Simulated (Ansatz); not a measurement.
**¹¹⁵In NMR of the central transition in In₂O₃ at a changed volume**

Cell: an entry of the Crystallography Open Database (COD), relaxed with PBE at fixed cell and then changed (volume scaled by 0.98, ions relaxed).

Space group R-3c:H (No. 167); a = 5.4502, c = 14.4126 Å, γ = 120.00°.

```csv
site,Wyckoff,site symmetry,x,y,z
In,12c,3.,0.0000,0.0000,0.8582
O,18e,.2,0.9620,0.3333,0.0833
```

One atom of each set is listed; the run and its k-mesh use a cell of 10 atoms with edges of 5.74, 5.74, 5.74 Å.

Computed with Ansatz: DFT, PBE, plane waves and PAW, scalar-relativistic, 420 eV cutoff, Γ-centred 7×7×7 k-points, Fermi–Dirac smearing 0.02 eV.

¹¹⁵In has I = 9/2 and Q = 772.0 mb (Pyykkö 2018); at 11.7 T its Larmor frequency is ν₀ = 109.8 MHz (from the bare nuclear moment; shielding lowers the observed one by a per cent or two). Only the quadrupole interaction is simulated: positions count from each site's isotropic chemical shift, and shift anisotropy, dipolar and J coupling are left out.

Simulated pattern of one In site (static powder, Gaussian broadening 20 kHz):

| offset (kHz) | height |
| --- | --- |
| -403.0 | 0 |
| -382.2 | 20 |
| -361.4 | 100 |
| -340.6 | 68 |
| -319.8 | 49 |
| -299.0 | 41 |
| -278.1 | 36 |
| -257.3 | 33 |
| -236.5 | 31 |
| -215.7 | 29 |
| -194.9 | 28 |
| -174.1 | 27 |
| -153.2 | 26 |
| -132.4 | 26 |
| -111.6 | 25 |
| -90.8 | 25 |
| -70.0 | 25 |
| -49.2 | 25 |
| -28.4 | 24 |
| -7.5 | 24 |
| 13.3 | 20 |
| 34.1 | 20 |
| 54.9 | 21 |
| 75.7 | 22 |
| 96.5 | 23 |
| 117.4 | 26 |
| 138.2 | 29 |
| 159.0 | 34 |
| 179.8 | 48 |
| 200.6 | 71 |
| 221.4 | 14 |
| 242.2 | 0 |

Question: Which |C_Q| and η does the pattern imply?

Answer: The pattern spans 574 kHz before broadening and its centre of gravity is at -110 kHz, which fixes P_Q; the places of the horns and steps fix η. That gives P_Q = 93.4 MHz, |C_Q| = 93.4 MHz and η = 0.00. The sign of C_Q can't be read from the pattern.

An axis of threefold or higher order runs through In, so V_zz lies along it and η is zero.

Without spin–orbit coupling (the program notes it for In) the gradients are little affected as a rule: paired runs on crystals with a gap mostly move them by under 2 % at such atoms. At this changed cell the PBE pressure is 12 GPa.
